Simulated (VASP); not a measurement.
# Si2W (I4/mmm) in VASP: further runs

The runs below take Si2W through relaxation of cell and atoms, with PBE.

All numbers are computed with VASP 6.6.1; they aren't measurements. Logs are shortened: lines on timing, memory, paths and dates and some standing lists are left out, and cuts for length are marked.

## (1) The structure

It takes space group I4/mmm (No. 139, tetragonal). Conventional cell: a = 3.214 Å, b = 3.214 Å, c = 7.830 Å, α = 90.00°, β = 90.00°, γ = 90.00°. Si (site symmetry 4mm) has 5 Si at 2.59 to 2.63 Å and 5 W at 2.62 Å as nearest neighbours. W (site symmetry 4/mmm) is surrounded by 10 Si at 2.62 Å.

## (2) Relaxation of cell and atoms, PBE

INCAR

```
SYSTEM = Si2W
PREC     = Accurate       ! precision mode
ENCUT    = 520            ! plane-wave cutoff, eV
EDIFF    = 1E-7           ! SCF threshold, eV
ISMEAR   = 0              ! smearing method
SIGMA    = 1.0            ! smearing width, eV
LREAL    = .False.        ! projectors in reciprocal space
LASPH    = .True.         ! aspherical terms in the spheres
NELM     = 80             ! most SCF steps
ALGO     = Normal         ! electronic algorithm
ISIF     = 3              ! what is computed and relaxed
LWAVE    = .False.        ! write WAVECAR
LCHARG   = .False.        ! write CHGCAR
GGA      = PE             ! functional
IBRION   = 2              ! ionic algorithm
NSW      = 80             ! ionic steps
EDIFFG   = -0.002         ! ionic threshold
```

KPOINTS

```
regular mesh
0
Gamma
  18 18 18
  0 0 0
```

POSCAR

```
Si2W
1.0
   -1.6069000000      1.6069000000      3.9149500000
    1.6069000000     -1.6069000000      3.9149500000
    1.6069000000      1.6069000000     -3.9149500000
Si W
2 1
Direct
    0.3347000000      0.3347000000      0.0000000000
    0.6653000000      0.6653000000      0.0000000000
    0.0000000000      0.0000000000      0.0000000000
```

Potentials or basis: VASP PAW PBE potentials, release 64 (Si, W_sv).

Started as:

```bash
$ cat potpaw_PBE.64/Si/POTCAR potpaw_PBE.64/W_sv/POTCAR > POTCAR
$ mpirun -np 1 vasp_std > vasp.out
```

OUTCAR:

```text
SYSTEM = Si2W
   PREC = Accurate
   ENCUT = 520
   EDIFF = 1E-7
   ISMEAR = 0
   LREAL = .False.
   LASPH = .True.
   NELM = 80
   ISIF = 3
   GGA = PE
   IBRION = 2
   NSW = 80
   EDIFFG = -0.002

 ion  position               nearest neighbor table
   1  0.335  0.335  0.000-   2 2.59   3 2.62   3 2.62   3 2.62   3 2.62   3 2.62   2 2.63   2 2.63
                             2 2.63   2 2.63
   2  0.665  0.665  0.000-   1 2.59   3 2.62   3 2.62   3 2.62   3 2.62   3 2.62   1 2.63   1 2.63
                             1 2.63   1 2.63
   3  0.000  0.000  0.000-   2 2.62   2 2.62   2 2.62   1 2.62   2 2.62   1 2.62   1 2.62   1 2.62
                             1 2.62   2 2.62

  LATTYP: Found a body centered tetragonal cell.
 ALAT       =     3.2138000000
 C/A-ratio  =     2.4363370465

  Lattice vectors:

 A1 = (  -1.6069000000,   1.6069000000,   3.9149500000)
 A2 = (   1.6069000000,  -1.6069000000,   3.9149500000)
 A3 = (   1.6069000000,   1.6069000000,  -3.9149500000)

Analysis of symmetry for initial positions (statically):
=====================================================================
 Subroutine PRICEL returns:
 Original cell was already a primitive cell.

 Routine SETGRP: Setting up the symmetry group for a
 body centered tetragonal supercell.

 Subroutine GETGRP returns: Found 16 space group operations
 (whereof 16 operations were pure point group operations)
 out of a pool of 16 trial point group operations.

The static configuration has the point symmetry D_4h.

Analysis of symmetry for dynamics (positions and initial velocities):
=====================================================================
 Subroutine PRICEL returns:
 Original cell was already a primitive cell.

 Routine SETGRP: Setting up the symmetry group for a
 body centered tetragonal supercell.

 Subroutine GETGRP returns: Found 16 space group operations
 (whereof 16 operations were pure point group operations)
 out of a pool of 16 trial point group operations.

The dynamic configuration has the point symmetry D_4h.

 Subroutine INISYM returns: Found 16 space group operations
 (whereof 16 operations are pure point group operations),
 and found     1 'primitive' translations

----------------------------------------------------------------------------------------

                                     Primitive cell

  volume of cell :      40.4356

  direct lattice vectors                    reciprocal lattice vectors
    -1.606900000  1.606900000  3.914950000     0.000000000  0.311158131  0.127715552
     1.606900000 -1.606900000  3.914950000     0.311158131  0.000000000  0.127715552
     1.606900000  1.606900000 -3.914950000     0.311158131  0.311158131  0.000000000

  length of vectors
     4.526708376  4.526708376  4.526708376     0.336348992  0.336348992  0.440044048

  position of ions in fractional coordinates (direct lattice)
     0.334700000  0.334700000  0.000000000
     0.665300000  0.665300000  0.000000000
     0.000000000  0.000000000  0.000000000

  ion indices of the primitive-cell ions
   primitive index   ion index
                 1           1
                 2           2
                 3           3

----------------------------------------------------------------------------------------

 KPOINTS: regular mesh

Automatic generation of k-mesh.
 Grid dimensions read from file:
 generate k-points for:   18   18   18

 Generating k-lattice:

  Cartesian coordinates                     Fractional coordinates (reciprocal lattice)
     0.000000000  0.017286563  0.007095308     0.055555556  0.000000000  0.000000000
     0.017286563  0.000000000  0.007095308     0.000000000  0.055555556  0.000000000
     0.017286563  0.017286563  0.000000000     0.000000000  0.000000000  0.055555556

  Length of vectors
     0.018686055  0.018686055  0.024446892

  Shift w.r.t. Gamma in fractional coordinates (k-lattice)
     0.000000000  0.000000000  0.000000000

 Subroutine IBZKPT returns following result:
 ===========================================

 Found    480 irreducible k-points:

 Following reciprocal coordinates:
            Coordinates               Weight
  0.000000  0.000000  0.000000      1.000000
  0.055556 -0.000000  0.000000      8.000000
  0.111111 -0.000000  0.000000      8.000000
  0.166667  0.000000  0.000000      8.000000
  0.222222  0.000000 -0.000000      8.000000
  0.277778  0.000000  0.000000      8.000000
[... 16 lines left out ...]
 -0.277778  0.055556  0.000000     16.000000
 -0.222222  0.055556  0.000000     16.000000
 [... further k-points ...]
   k-points           NKPTS =    480   k-points in BZ     NKDIM =    480   number of bands    NBANDS=     15
   number of dos      NEDOS =    301   number of ions     NIONS =      3
   total plane-waves  NPLWV =  46656
   dimension x,y,z NGX =    36 NGY =   36 NGZ =   36
   dimension x,y,z NGXF=    72 NGYF=   72 NGZF=   72
   ions per type =               2   1
   NGX,Y,Z   is equivalent  to a cutoff of  13.22, 13.22, 13.22 a.u.
   NGXF,Y,Z  is equivalent  to a cutoff of  26.44, 26.44, 26.44 a.u.
 SYSTEM =  Si2W
   PREC   = accura    normal or accurate (medium, high low for compatibility)
   ISTART =      0    job   : 0-new  1-cont  2-samecut
   ICHARG =      2    charge: 1-file 2-atom 10-const
   ISPIN  =      1    spin polarized calculation?
   LNONCOLLINEAR =      F non collinear calculations
   LSORBIT =      F    spin-orbit coupling
   LASPH  =      T    aspherical Exc in radial PAW
   ENCUT  =  520.0 eV  38.22 Ry    6.18 a.u.   8.42  8.42  8.42*2*pi/ulx,y,z
   NELM   =     80;   NELMIN=  2; NELMDL= -5     # of ELM steps
   EDIFF  = 0.1E-06   stopping-criterion for ELM
   LREAL  =      F    real-space projection
   EDIFFG = -.2E-02   stopping-criterion for IOM
   NSW    =     80    number of steps for IOM
   IBRION =      2    ionic relax: 0-MD 1-quasi-New 2-CG
   NFREE  =      1    steps in history (QN), initial steepest desc. (CG)
   ISIF   =      3    stress and relaxation
   ISYM   =      2    0-nonsym 1-usesym 2-fastsym
   POTIM  = 0.5000    time-step for ionic-motion
   TEBEG  =    0.0;   TEEND  =   0.0 temperature during run
   PSTRESS=    0.0 pullay stress
   NELECT =      22.0000    total number of electrons
   NUPDOWN=      -1.0000    fix difference up-down
   EMIN   =  10.00;   EMAX   =-10.00  energy-range for DOS
   EFERMI =   0.00;   METHOD = LEGACY
   ISMEAR =     0;   SIGMA  =   1.00  broadening in eV -4-tet -1-fermi 0-gaus
   EFERMI_NEDOS =   21; number of points for ismear=-14 and -15
   IALGO  =     38    algorithm
   IMIX   =      4    mixing-type and parameters
     AMIX     =   0.40;   BMIX     =  1.00
     AMIX_MAG =   1.60;   BMIX_MAG =  1.00
  volume/ion in A,a.u.               =      13.48        90.96
  Fermi-wavevector in a.u.,A,eV,Ry     =   1.336476  2.525573 24.302284  1.786167
  Thomas-Fermi vector in A             =   2.465099
   LORBIT       =      0    0 simple, 1 ext, 2 COOP (PROOUT), +10 PAW based schemes
   GGA     = PE    functional components
   LHFCALC =     F    Hartree Fock is set to
   AEXX    =    0.0000 exact exchange contribution
   IVDW    =     0    specifies the selected vdW correction
   LEPSILON=     F    determine dielectric tensor
   LRPA    =     F    only Hartree local field effects (RPA)
 conjugate gradient relaxation of ions
 non-spin polarized calculation
 Gauss-broadening in eV      SIGMA  =   1.00
  energy-cutoff  :      520.00
  volume of cell :       40.44
 maximum number of plane-waves:      1118
 NGX is ok and might be reduce to    36
   NGX = 17   NGY = 17   NGZ = 17

--------------------------------------- Ionic step        1  -------------------------------------------

 number of electron      21.9999999 magnetization

 Free energy of the ion-electron system (eV)
  ---------------------------------------------------
  ext. energy  EPLUGINS =         0.00000000
  ---------------------------------------------------
  free energy    TOTEN  =       -24.93292285 eV

  energy without entropy =      -24.61971250  energy(sigma->0) =      -24.77631767

------------------------ aborting loop because EDIFF is reached ----------------------------------------

  FORCE on cell =-STRESS in cart. coord.  units (eV):
  Direction    XX          YY          ZZ          XY          YZ          ZX
  --------------------------------------------------------------------------------------
  -------------------------------------------------------------------------------------
  Total        0.9576173      0.9576173      1.6309293      0.0000000      0.0000000      0.0000000
  in kB       37.9436122     37.9436122     64.6222098      0.0000000      0.0000000      0.0000000
  external PRESSURE =      46.8364781 kB  Pullay stress =       0.0000000 kB
[... 92 lines left out ...]
  FREE ENERGIE OF THE ION-ELECTRON SYSTEM (eV)
  ---------------------------------------------------
  free  energy   TOTEN  =       -24.9467506113 eV

  energy  without entropy=      -24.6145078757  energy(sigma->0) =      -24.78062924

[... ionic steps 4 to 7 ...]

--------------------------------------- Ionic step        8  -------------------------------------------

 number of electron      22.0000000 magnetization

------------------------ aborting loop because EDIFF is reached ----------------------------------------
[... 69 lines left out ...]
--------------------------------------- Ionic step       10  -------------------------------------------

 number of electron      22.0000000 magnetization

 Free energy of the ion-electron system (eV)
  ---------------------------------------------------
  ext. energy  EPLUGINS =         0.00000000
  ---------------------------------------------------
  free energy    TOTEN  =       -24.94715082 eV

  energy without entropy =      -24.61359602  energy(sigma->0) =      -24.78037342

 E-fermi :  11.6914     XC(G=0): -12.4361

 val. band max:       11.6448324982   @ k =  -0.3889   0.5000   0.3333
 cond. band min:      11.7045343082   @ k =   0.2778   0.2778   0.2222
 fundamental gap:      0.0597018100
 Fermi energy:        11.6914249348

 k-point     1 :       0.0000    0.0000    0.0000
  band No.  band energies     occupation
      1     -62.2626      2.00000
      2     -26.5187      2.00000
      3     -26.4786      2.00000
      4     -26.4786      2.00000
      5      -2.2366      2.00000
      6       4.9609      2.00000
      7       7.8439      2.00000
      8       8.4521      2.00000
      9       8.8909      1.99993
     10       8.8909      1.99993
     11      12.3080      0.38325
     12      14.3045      0.00022
     13      14.6600      0.00003
     14      14.7899      0.00001
[... 401 lines left out ...]
      2     -26.5626      2.00000
      3     -26.5110      2.00000
      4     -26.4769      2.00000
      5      -1.3434      2.00000
      6       5.0459      2.00000
      7       6.3760      2.00000
      8       8.1295      2.00000
      9       8.8425      1.99994
     10       9.5492      1.99755
     11      10.3295      1.94590
     12      13.2593      0.02660
     13      13.8633      0.00213
     14      15.9482      0.00000
     15      16.0480      0.00000

 [... further k-points ...]

------------------------ aborting loop because EDIFF is reached ----------------------------------------

  FORCE on cell =-STRESS in cart. coord.  units (eV):
  Direction    XX          YY          ZZ          XY          YZ          ZX
  --------------------------------------------------------------------------------------
  -------------------------------------------------------------------------------------
  Total        0.0018072      0.0018072      0.0032980      0.0000000     -0.0000000      0.0000000
  in kB        0.0701957      0.0701957      0.1281046      0.0000000     -0.0000000      0.0000000
  external PRESSURE =       0.0894986 kB  Pullay stress =       0.0000000 kB
[... 18 lines left out ...]
  FREE ENERGIE OF THE ION-ELECTRON SYSTEM (eV)
  ---------------------------------------------------
  free  energy   TOTEN  =       -24.9471508216 eV

  energy  without entropy=      -24.6135960209  energy(sigma->0) =      -24.78037342

 reached required accuracy - stopping structural energy minimisation
```

Wall time 23 min (1 thread of Intel Xeon Platinum 8559C (Emerald Rapids), shared host); peak memory 0.44 GiB.

Results:

```
Free energy                            : -24.9472 eV
Relaxed volume                         : 13.75 Å³/atom
Relaxed cell                           : a = 4.568 Å, b = 4.568 Å, c = 4.568 Å, α = 138.61°, β = 138.61°, γ = 59.97°
Space group after relaxing (to 0.05 Å) : I4/mmm (No. 139)
Energy gained by relaxing              : 4.7 meV/atom
Ionic steps                            : 10
Pressure after relaxing                : 0.0 GPa
Band gap on the k mesh                 : none (metal or under the smearing width)
```

Step by step:
```
step  energy change (eV)  largest force (eV/Å)  pressure (GPa)  volume (Å³)
   1              0.0000                0.1800            4.68        40.44
   2              0.0228                0.0990           -7.24        42.78
   3             -0.0138                0.0654           -0.21        41.31
   4             -0.0138                0.0676           -0.12        41.29
   5             -0.0142                0.0207            0.06        41.24
   6             -0.0142                0.0186            0.06        41.24
   7             -0.0142                0.0021           -0.07        41.26
   8             -0.0142                0.0017           -0.05        41.26
   9             -0.0142                0.0015            0.05        41.24
  10             -0.0142                0.0002            0.01        41.25
```

Final structure:
```cif
data_structure
_symmetry_space_group_name_H-M 'P 1'
_symmetry_Int_Tables_number 1
_cell_length_a 4.5681
_cell_length_b 4.5681
_cell_length_c 4.5681
_cell_angle_alpha 138.609
_cell_angle_beta 138.609
_cell_angle_gamma 59.971
_cell_volume 41.25
loop_
_atom_site_label
_atom_site_type_symbol
_atom_site_fract_x
_atom_site_fract_y
_atom_site_fract_z
_atom_site_occupancy
Si1 Si 0.33377 0.33377 0.00000 1
Si2 Si 0.66623 0.66623 0.00000 1
W1 W 0.00000 0.00000 0.00000 1
```

Spin-orbit coupling is left out, which matters for the levels of W. Zero-point motion and thermal expansion aren't in these numbers.

## (3) Relaxation of cell and atoms, PBE

This run uses another cell than the first one, of 13.75 Å³/atom, 1.020 times its volume.

INCAR is that of step 2.

KPOINTS is that of step 2.

POSCAR

```
Si2W                                    
1.0
   -1.6143732666      1.6143732666      3.9566782211
    1.6143732666     -1.6143732666      3.9566782211
    1.6143732666      1.6143732666     -3.9566782211
  Si              W             
     2     1
Direct
     0.3337701811687699    0.3337701811687699    0.0000000000000000
     0.6662298188312303    0.6662298188312303    0.0000000000000000
     0.0000000000000000    0.0000000000000000    0.0000000000000000
```

Potentials or basis: VASP PAW PBE potentials, release 64 (Si, W_sv).

Started as:

```bash
$ cat potpaw_PBE.64/Si/POTCAR potpaw_PBE.64/W_sv/POTCAR > POTCAR
$ mpirun -np 1 vasp_std > vasp.out
```

Wall time 4.1 min (1 thread of Intel Xeon Platinum 8559C (Emerald Rapids), shared host); peak memory 0.44 GiB.

It converged, with:

```
Free energy             : -24.9474 eV
Pressure after relaxing : 0.0 GPa
Band gap on the k mesh  : none (metal or under the smearing width)
```

Final structure:
```
Si W
1.0
    -1.61437    1.61437    3.95668
     1.61437   -1.61437    3.95668
     1.61437    1.61437   -3.95668
Si W
2 1
Direct
  0.33377 0.33377 0.00000
  0.66623 0.66623 0.00000
  0.00000 0.00000 0.00000
```

Levels at points of the mesh, in eV from the Fermi level:
```csv
k point,band 7,band 8,band 9,band 10,band 11,band 12,band 13,band 14,band 15
"(0.00, 0.00, 0.00)",-3.85,-3.24,-2.80,-2.80,0.62,2.61,2.97,3.10,3.10
"(0.50, 0.00, 0.00)",-5.67,-4.80,-2.75,-2.70,-0.44,2.63,2.75,3.86,4.18
"(0.50, 0.50, 0.00)",-5.94,-5.53,-4.97,-3.23,-1.72,2.61,2.89,3.02,3.71
"(0.50, 0.50, 0.50)",-3.73,-2.58,-0.83,-0.83,-0.53,-0.53,0.78,4.29,4.64
```

Caveat: the relaxation stopped at its first step, so nothing moved. The run has no spin-orbit coupling, so splittings on W are missing.
